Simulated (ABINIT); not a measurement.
Set up this calculation in ABINIT 10.8.3 (patched build), as the native input.

- Task: equation of state
- Functional: PBEsol
- Potentials or basis: PseudoDojo NC SR PBEsol v0.4.1 standard
- Cutoff: 1088 eV
- k mesh: 12 × 12 × 12
- Occupations: fermi-dirac, width 0.05 eV
- Spin: no spin polarisation

Crystal: Si2Mo.

```xyz
3
Lattice="-1.6000 1.6000 3.9305 1.6000 -1.6000 3.9305 1.6000 1.6000 -3.9305" Properties=species:S:1:pos:R:3 pbc="T T T"
Mo    0.0000    0.0000    0.0000
Si    0.0000    0.0000    5.2433
Si    0.0000    0.0000    2.6177
```

The input as run:

run.abi

```
# Datasets: one volume each
ndtset 7
getwfk -1
scalecart1 3*0.9795861087
scalecart2 3*0.9864848297
scalecart3 3*0.9932883884
scalecart4 3*1.0000000000
scalecart5 3*1.0066227096
scalecart6 3*1.0131594038
scalecart7 3*1.0196128224

# Pseudopotentials
pp_dirpath "./"
pseudos "Mo.upf, Si.upf"

# Structure
acell 3*1.0
rprim
    -3.0235617994     3.0235617994     7.4275685328
     3.0235617994    -3.0235617994     7.4275685328
     3.0235617994     3.0235617994    -7.4275685328
ntypat 2
znucl 42 14
natom 3
typat 1 2 2
xred
     0.0000000000     0.0000000000     0.0000000000
     0.6670000000     0.6670000000     0.0000000000
     0.3330000000     0.3330000000     0.0000000000

# Plane-wave basis
ecut 40.0

# k points
kptopt 1
ngkpt 12 12 12
nshiftk 1
shiftk 0.0 0.0 0.0

# Exchange and correlation
ixc -116133

# Bands and occupations
nband 15
occopt 3
tsmear 0.05 eV

# SCF cycle
nstep 100
tolvrs 1.0e-10

# Output
iomode 3
prtwf 1
prtden 0
prteig 0
prtebands 0
```

Potentials or basis: PseudoDojo NC SR PBEsol v0.4.1 standard.

Command:

```bash
$ abinit run.abi > log 2>&1
```

Results of the run:

```yaml
Equilibrium_volume: 13.25 Å³/atom
Bulk_modulus_at_fixed_shape_and_positions: 222 GPa
Pressure_derivative_of_the_bulk_modulus: 4.4
```

Caveat: pressures at fixed basis lie under the slope of the energies; the cell was scaled at fixed shape and fractional positions, which overstates the stiffness of a crystal with free parameters, most of all of layers and chains.

Run time: 64 min on 1 thread of Intel(R) Xeon(R) Platinum 8375C CPU @ 2.90GHz (Ice Lake) (shared host), peak memory 0.24 GiB.
